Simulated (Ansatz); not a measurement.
Crystal: I.

```
I
1.0
     0.00000    2.36560    3.90984
     2.19225    0.00000    3.90984
     2.19225    2.36560    0.00000
I
1
Direct
  0.00000 0.00000 0.00000
```

Base run:

| Item | Value |
| --- | --- |
| Program | Ansatz 0.2.0 |
| Functional | LDA |
| Potentials or basis | all-electron LAPW, scalar-relativistic |
| Cutoff | 161 eV |
| Density cutoff | 645 eV |
| Basis error allowed | 0.001 eV/atom |
| k mesh | 9 × 9 × 9 |
| Occupations | fermi-dirac, width 0.05 eV |
| Spin | no spin polarisation |

Its results: pressure -2.3 GPa.

**Question.** After a change of settings the same cell gave: pressure 3.1 GPa. Which change was it?
A. functional from LDA to PBEsol; potentials or basis from all-electron LAPW, scalar-relativistic to all-electron LAPW, non-relativistic
B. functional from LDA to BLYP
C. functional from LDA to PBEsol; potentials or basis from all-electron LAPW, scalar-relativistic to all-electron PAW datasets made for the crystal
D. functional from LDA to PBEsol

**Answer.** B.

BLYP binds less tightly than LDA, so the same cell stands under more pressure.

Caveats: an odd number of electrons without spin polarisation forces a metal; a magnetic or distorted state may lie lower.

Not every run made on this cell is shown here.
